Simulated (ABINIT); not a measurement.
Runs of ABINIT 10.8.3 (patched build) on Ta. Symmetry: Im-3m, No. 229, cubic system. The conventional cell has a = 3.303 Å, b = 3.303 Å, c = 3.303 Å, α = 90.00°, β = 90.00°, γ = 90.00°. Around Ta (site symmetry m-3m) lie 8 Ta at 2.86 Å. 

```tsv
task	level	potentials or basis	cell	cutoff (eV)	fine-grid cutoff	gap on the mesh (eV)	pressure (GPa)	V0 of scaled cells (Å³/atom)	B0 (GPa)
equation of state	PBEsol	PseudoDojo NC SR PBEsol v0.4.1 standard	as given	789	-	-	-	17.64	(a)
equation of state	r2SCAN	JTH PAW PBE v2.0	as given	626	1224.51 eV	-	-	18.04	199
single point	PBEsol	PseudoDojo NC SR PBEsol v0.4.1 standard	as given	789	-	none	(b)	-	-
single point	PBEsol	PseudoDojo NC SR PBEsol v0.4.1 standard	cell strained at random at fixed volume	789	-	none	-3.8	-	-
```

Alike in all rows: no spin polarisation; k mesh 11 × 11 × 11; smearing fermi-dirac 0.05 eV.

Question: Estimate the missing entries.

Answer: (a) 212; (b) -4.2.

Caveats: pressures at fixed basis lie under the slope of the energies (some runs); the PAW data sets were made with another functional, which shifts forces and pressure a little (some runs).

A k mesh can miss the band edges, and the runs leave out spin-orbit coupling on Ta.

A gap of «none» marks a metal or a gap under the smearing width.

Runs at the PBE level aren't shown here.
